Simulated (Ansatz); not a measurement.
## Property card for Hg

The calculation used Ansatz 0.2.0, DFT PBE, scalar-relativistic, plane waves, PAW.

Settings: cutoff 420 eV, Γ-centred mesh 12×12×12 on the computed 1-atom cell, Gaussian smearing of 0.10 eV; no spin polarisation.

The structure is relaxed at this level of theory with its symmetry kept.

```cif
data_structure
_symmetry_space_group_name_H-M 'R-3m:H'
_symmetry_Int_Tables_number 166
_cell_length_a 4.2142
_cell_length_b 4.2142
_cell_length_c 5.7577
_cell_angle_alpha 90.000
_cell_angle_beta 90.000
_cell_angle_gamma 120.000
_cell_volume 88.56
loop_
_atom_site_label
_atom_site_type_symbol
_atom_site_symmetry_multiplicity
_atom_site_Wyckoff_symbol
_atom_site_fract_x
_atom_site_fract_y
_atom_site_fract_z
_atom_site_occupancy
Hg1 Hg 3 a 0.00000 0.00000 0.00000 1
```

| Property | Result |
| --- | --- |
| Space group | R-3m (No. 166) |
| Volume per atom | 29.52 Å³ |
| Formation energy from the elements' standard states (Br, Hg as crystals; uncorrected) | 0.000 eV/atom |
| Kohn–Sham band gap | none (metal) |
| Density of states at the Fermi level | 0.30 states/eV per cell |
| Bader charges (e) | Hg (1 in the cell) 0.00 |

Spin-orbit coupling is left out, which matters for the bands of heavy elements.